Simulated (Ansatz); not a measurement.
# A trial form of Ge

Method: Ansatz 0.2.0, DFT PBE, scalar-relativistic, plane waves, PAW. Cutoff 420 eV, Gaussian smearing, Γ-centred meshes. Cell and atoms relax first on a coarse mesh and then on a finer one. In between, the cell is made exact in the group found at 0.06 Å. In metals the finer mesh still leaves noise of several meV/atom or more. The steps can't lower the symmetry of their start. No spin polarisation.

The guess for Ge was made by a generator: 4-connected net of one element (Pnnm, No. 58). Lengths were set from tabulated atomic sizes, so they are only a guess.

```
Ge
1.0
     3.89412    0.00000    0.00000
     0.00000    6.47213    0.00000
     0.00000    0.00000   10.99098
Ge
12
Direct
  0.88428 0.31800 0.20123
  0.38428 0.18200 0.29877
  0.61572 0.81800 0.29877
  0.11572 0.68200 0.20123
  0.11572 0.68200 0.79877
  0.61572 0.81800 0.70123
  0.38428 0.18200 0.70123
  0.88428 0.31800 0.79877
  0.74743 0.88097 0.50000
  0.24743 0.61903 0.00000
  0.75257 0.38097 0.00000
  0.25257 0.11903 0.50000
```

Energies count from the standard state of Ge at the same level.

Question: Describe the relaxed structure.

Answer: The symmetry stays Pnnm (No. 58). The volume per atom grows by 21.1 %, from 23.1 to 27.9 Å³. The shortest distance goes from 2.31 Å (Ge–Ge) to 2.50 Å (Ge–Ge). The energy falls by about 0.20 eV/atom (the start's value is from the coarse mesh). Conventional cell: a = 4.024 Å, b = 7.198 Å, c = 11.578 Å. Around Ge on a site of symmetry 1 lie 4 Ge at 2.50–2.57 Å; around Ge on a site of symmetry m lie 4 Ge at 2.52–2.56 Å.

```
Ge
1.0
     4.02429    0.00000    0.00000
     0.00000    7.19837    0.00000
     0.00000    0.00000   11.57770
Ge
12
Direct
  0.91065 0.32829 0.20834
  0.41065 0.17171 0.29166
  0.58935 0.82829 0.29166
  0.08935 0.67171 0.20834
  0.08935 0.67171 0.79166
  0.58935 0.82829 0.70834
  0.41065 0.17171 0.70834
  0.91065 0.32829 0.79166
  0.74729 0.89255 0.50000
  0.24729 0.60745 0.00000
  0.75271 0.39255 0.00000
  0.25271 0.10745 0.50000
```

Question: How does it come out in energy, and is it a metal?

Answer: The energy over the standard state is +0.27 eV/atom and the gap on the 10×6×4 mesh of the 12-atom cell is 0 eV (a metal).

So it is a metastable form at best.

The last run used Gaussian smearing of 0.10 eV. The zero gap may come from the functional, which often closes small gaps. A structure relaxed within its symmetry needn't be a true minimum. Another cell of Ge relaxed alike, in Fd-3m, lies 272 meV/atom lower, so this cell isn't the stable form at this level.
